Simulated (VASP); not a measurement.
MnSb, 2 atoms in the cell. The structure is cubic, space group F-43m (No. 216). The conventional cell has a = 6.180 Å, b = 6.180 Å, c = 6.180 Å, α = 90.00°, β = 90.00°, γ = 90.00°. Mn (site symmetry -43m) is surrounded by 4 Sb at 2.68 Å. Sb (site symmetry -43m) is surrounded by 4 Mn at 2.68 Å. The cell comes from a database or a generator and needn't be the stable form of this composition.

| Quantity | Value |
| --- | --- |
| Program | VASP 6.6.1 |
| Task | electric field gradients |
| Functional | PBE |
| Potentials or basis | VASP PAW PBE potentials, release 64 (Mn_pv, Sb) |
| Cutoff | 520 eV |
| k mesh | 10 × 10 × 10 |
| Occupations | fermi-dirac, width 0.03 eV |
| Spin | collinear spin, typed start |
| Starting moments | [4.0, 0.0] μB |
| Dipole correction | no |
| Further INCAR settings | ALGO = Normal; EDIFF = 1e-08; NBANDS = 20 |

Potentials or basis: VASP PAW PBE potentials, release 64 (Mn_pv, Sb).

Launch:

```bash
$ cat potpaw_PBE.64/Mn_pv/POTCAR potpaw_PBE.64/Sb/POTCAR > POTCAR
$ mpirun -np 1 vasp_std > vasp.out
```

Hardware: 1 thread of AMD EPYC 9R14 (Zen 4), on a shared host.

**Question.** How long does it take, and how much memory?

**Answer.** It took 2.1 min on 1 thread of AMD EPYC 9R14 (Zen 4), on a shared host, peak memory 0.26 GiB. Counts: scf iterations 21, k points 47.
